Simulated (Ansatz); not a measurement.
Cold compression of I (beta tin type)

```xyz
2
Lattice="-3.2023 3.2023 2.1244 3.2023 -3.2023 2.1244 3.2023 3.2023 -2.1244" Properties=species:S:1:pos:R:3 pbc="T T T"
I     0.0000   -1.6012   -0.5311
I     0.0000    1.6012    0.5311
```

The cell comes from a relaxation on PAW files under the same functional, begun from a prototype that needn't be the stable phase.

Its volume is scaled, and at each volume shape and atoms are relaxed on PAW files; all methods then take that cell.

Computed with Ansatz 0.2.0; functional PBE, scalar-relativistic. Settings: a Γ-centred 12×12×12 k mesh, Fermi–Dirac smearing of 0.1 eV, no spin polarisation. Methods: LAPW: all electrons, basis error target 1 meV/atom; PAW: frozen-core files, cutoff 420 eV; crystal datasets: all electrons, by PAW datasets that the program makes for each cell; norm-conserving: pseudopotentials, cutoff 952 eV; PAW (cutoff 600 eV): frozen-core files, cutoff 600 eV.

Energies are extrapolated to zero smearing and count from the unscaled cell; pressure is positive in compression; gaps take the mesh and a band path. No temperature or zero-point motion is included.

Spin–orbit coupling is left out, which matters for the heavy atoms.

```json
{"V/V0": "1.00", "V (Å³/atom)": "43.57", "P LAPW (GPa)": "0.01", "ΔE LAPW (eV/atom)": "0.000", "P PAW − LAPW (GPa)": "-0.01", "ΔE PAW − LAPW (meV/atom)": "0.0", "space group": "I4_1/amd", "shortest distance (Å)": "3.374"}
{"V/V0": "0.95", "V (Å³/atom)": "41.39", "P LAPW (GPa)": "0.79", "ΔE LAPW (eV/atom)": "0.004", "P PAW − LAPW (GPa)": "-0.01", "ΔE PAW − LAPW (meV/atom)": "0.0", "space group": "I4_1/amd", "shortest distance (Å)": "3.336"}
{"V/V0": "0.85", "V (Å³/atom)": "37.04", "P LAPW (GPa)": "3.52", "ΔE LAPW (eV/atom)": "0.056", "P PAW − LAPW (GPa)": "-0.01", "ΔE PAW − LAPW (meV/atom)": "-0.1", "space group": "I4_1/amd", "shortest distance (Å)": "3.246"}
{"V/V0": "0.75", "V (Å³/atom)": "32.68", "P LAPW (GPa)": "8.83", "ΔE LAPW (eV/atom)": "0.214", "P PAW − LAPW (GPa)": "-0.01", "ΔE PAW − LAPW (meV/atom)": "-0.4", "space group": "I4_1/amd", "shortest distance (Å)": "3.138"}
{"V/V0": "0.65", "V (Å³/atom)": "28.32", "P LAPW (GPa)": "?", "ΔE LAPW (eV/atom)": "?", "P PAW − LAPW (GPa)": "?", "ΔE PAW − LAPW (meV/atom)": "?", "space group": "?", "shortest distance (Å)": "?"}
{"V/V0": "0.55", "V (Å³/atom)": "23.96", "P LAPW (GPa)": "38.9", "ΔE LAPW (eV/atom)": "1.245", "P PAW − LAPW (GPa)": "-0.02", "ΔE PAW − LAPW (meV/atom)": "-1.6", "space group": "I4_1/amd", "shortest distance (Å)": "2.902"}
{"V/V0": "0.45", "V (Å³/atom)": "19.61", "P LAPW (GPa)": "83.2", "ΔE LAPW (eV/atom)": "2.822", "P PAW − LAPW (GPa)": "-0.04", "ΔE PAW − LAPW (meV/atom)": "-2.5", "space group": "I4_1/amd", "shortest distance (Å)": "2.749"}
{"V/V0": "0.40", "V (Å³/atom)": "17.43", "P LAPW (GPa)": "125.4", "ΔE LAPW (eV/atom)": "4.215", "P PAW − LAPW (GPa)": "-0.03", "ΔE PAW − LAPW (meV/atom)": "-2.9", "space group": "I4_1/amd", "shortest distance (Å)": "2.636"}
```

Fit the Vinet equation to the LAPW pressures shown (residuals weighted by 1/(|P| + 0.03·Pmax)), and predict the pressure of the withheld row.

The fit gives V0 = 43.55 Å³/atom, B0 = 14 GPa and B0′ = 5.59. At 28.32 Å³/atom, x = (V/V0)^(1/3) = 0.8664, and P = 3·B0·(1 − x)/x²·exp[1.5·(B0′ − 1)·(1 − x)] = 18.78 GPa. The run itself gave 19.34 GPa (-2.9 % off) and ΔE = 0.488 eV/atom.

From the table, what is the rise of the enthalpy H = E + pV up to the last row, and how stiff is the crystal between the last two rows?

ΔH = 4.215 eV + (125.4 GPa × 17.43 Å³ − 0.01 GPa × 43.57 Å³) × 0.006242 eV/(GPa·Å³) = 17.85 eV/atom, of which pV makes 76 %. The mean bulk modulus there is −ΔP/Δln V = 359 GPa.

At the smallest volume, how far do crystal datasets and norm-conserving and PAW (cutoff 600 eV) lie from LAPW in pressure?

crystal datasets: 0.00 GPa; norm-conserving: -0.62 GPa; PAW (cutoff 600 eV): -0.04 GPa, on a LAPW pressure of 125.4 GPa.
